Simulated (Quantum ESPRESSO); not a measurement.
The system is Pd.

```
Pd
1.0
     0.00000    1.94650    1.94650
     1.94650    0.00000    1.94650
     1.94650    1.94650    0.00000
Pd
1
Cartesian
  0.0000 0.0000 0.0000
```

Base run:

* Program: Quantum ESPRESSO 7.5
* Functional: WC
* Potentials or basis: SG15 PBE 1.2
* Cutoff: 952 eV
* Density cutoff: 3810 eV
* k mesh: 12 × 12 × 12
* Occupations: fermi-dirac, width 0.05 eV
* Spin: no spin polarisation

Its results: band gap on the k mesh none (metal or under the smearing width); pressure -1.7 GPa.

Question: The run is repeated on the same cell with these changes: functional from WC to AM05. What comes out?

Answer: Band gap on the k mesh none (metal or under the smearing width); pressure -4.0 GPa.

Caveats: the potentials were made for another functional, which shifts forces and pressure.
